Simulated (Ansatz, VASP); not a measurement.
# KMgF3 in VASP and in Ansatz

The input INCAR:

```
SYSTEM = KMgF3
PREC = Accurate
ENCUT = 600
EDIFF = 1E-6
ISMEAR = 0
SIGMA = 0.01
LREAL = .FALSE.
LASPH = .TRUE.
NELM = 100
ALGO = Normal
ISIF = 3
LWAVE = .FALSE.
LCHARG = .FALSE.
GGA = RP
IBRION = 2
NSW = 100
EDIFFG = -0.02
```

The input KPOINTS:

```
Automatic mesh
0
G
  6 6 6
  0 0 0
```

POSCAR

```
KMgF3
1.0
    3.9859000000      0.0000000000      0.0000000000
    0.0000000000      3.9859000000      0.0000000000
    0.0000000000      0.0000000000      3.9859000000
K Mg F
1 1 3
Direct
    0.5000000000      0.5000000000      0.5000000000
    0.0000000000      0.0000000000      0.0000000000
    0.5000000000      0.0000000000      0.0000000000
    0.0000000000      0.5000000000      0.0000000000
    0.0000000000      0.0000000000      0.5000000000
```

Input for Ansatz:

```yaml
crystal:
  lattice:
    - [3.9859, 0.0, 0.0]
    - [0.0, 3.9859, 0.0]
    - [0.0, 0.0, 3.9859]
  atoms:
    - { symbol: K, position: [0.5, 0.5, 0.5] }
    - { symbol: Mg, position: [0.0, 0.0, 0.0] }
    - { symbol: F, position: [0.5, 0.0, 0.0] }
    - { symbol: F, position: [0.0, 0.5, 0.0] }
    - { symbol: F, position: [0.0, 0.0, 0.5] }
kpoints:
  mp_grid:
    grid: [6, 6, 6]
hamiltonian:
  xc: rpbe
  dispersion: none
scf:
  occupations:
    method: fixed
relax:
  f_tol: 0.02
  max_steps: 100
  cell: {}
```

Alike in both runs: task relaxation of cell and atoms; functional RPBE; k mesh 6 × 6 × 6; no spin polarisation.

|  | VASP | Ansatz |
| --- | --- | --- |
| version | VASP 6.6.1 | Ansatz 0.2.0 |
| potentials or method | VASP PAW PBE potentials, release 64 (K_sv, Mg, F) | plane waves, PAW |
| plane-wave cutoff (eV) | 600 | 420 |
| occupations | gaussian, width 0.01 eV | fixed |
| valence electrons in the cell | 32 | 40 |

|  | VASP | Ansatz | Ansatz less VASP |
| --- | --- | --- | --- |
| relaxed volume (Å³/atom) | 14.08 | 14.16 | +0.076 |
| relaxed cell length with the largest relative difference (Å) | 4.129 | 4.137 | +0.0074 |
| energy change over the relaxation (meV/atom) | -29 | -34 | -5.0 |

The two sets of potentials don't hold the same shells in valence.

Caveats: the PAW data sets were made with another functional, which shifts forces and pressure a little (VASP); the volume moved by +11 % from the deposited cell, more than functionals usually miss. A k mesh can miss the band edges. RPBE and its kin give volumes clearly too large for solids.
